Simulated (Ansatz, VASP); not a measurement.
# CdF2: VASP beside Ansatz

File INCAR:

```
  PREC = Accurate
  ENCUT = 520
  EDIFF = 1E-7
  ISMEAR = 0
  SIGMA = 0.1
  LREAL = False
  LASPH = True
  NELM = 150
  ALGO = Normal
  ISIF = 2
  LWAVE = False
  LCHARG = False
  LDAU = True
  LDAUTYPE = 2
  LDAUL = 2 -1
  LDAUU = 1.3 0
  LDAUJ = 0 0
  LDAUPRINT = 1
  GGA = PS
  NBANDS = 20
```

KPOINTS

```
Automatic mesh
0
Gamma
  6 6 6
```

POSCAR

```
CdF2
1.0
    0.0000000000      2.6940000000      2.6940000000
    2.6940000000      0.0000000000      2.6940000000
    2.6940000000      2.6940000000      0.0000000000
Cd F
1 2
Direct
    0.0000000000      0.0000000000      0.0000000000
    0.2500000000      0.2500000000      0.2500000000
    0.7500000000      0.7500000000      0.7500000000
```

Input for Ansatz:

```yaml
crystal:
  lattice:
    - [0.0, 2.694, 2.694]
    - [2.694, 0.0, 2.694]
    - [2.694, 2.694, 0.0]
  atoms:
    - { symbol: Cd, position: [0.0, 0.0, 0.0] }
    - { symbol: F, position: [0.25, 0.25, 0.25] }
    - { symbol: F, position: [0.75, 0.75, 0.75] }
basis:
  ecutwfc: 560
  xc_grid: 1
kpoints:
  mp_grid: { grid: [6, 6, 6] }
hamiltonian:
  xc: pbesol
  hubbard: { sites: [{ species: Cd, l: d, u_eff: 1.3 }] }
scf:
  occupations: { method: gaussian, width: 0.1 }
output:
  forces: true
  stress: true
  eigenvalues: true
```

Alike in both runs: task single point; functional PBEsol; k mesh 6 × 6 × 6; occupations gaussian, width 0.1 eV; no spin polarisation; Hubbard terms Cd d U = 1.3 eV.

|  | VASP | Ansatz |
| --- | --- | --- |
| version | VASP 6.6.1 | Ansatz 0.2.0 |
| potentials or method | VASP PAW PBE potentials, release 64 (Cd, F) | scalar-relativistic, plane waves, PAW |
| plane-wave cutoff (eV) | 520 | 560 |
| valence electrons in the cell | 26 | 34 |

|  | VASP | Ansatz | Ansatz less VASP |
| --- | --- | --- | --- |
| gap on the k mesh at the Fermi level (eV) | 3.01 | 3.01 | 0.000 |
| least direct gap on the mesh (eV) | 3.60 | 3.59 | -0.013 |
| pressure (GPa) | -0.2 | -0.2 | -0.01 |

The programs project onto different local orbitals, so the same U acts differently. The two sets of potentials don't hold the same shells in valence.

Caveats: the PAW data sets were made with another functional, which shifts forces and pressure a little (VASP). A k mesh can miss the band edges.
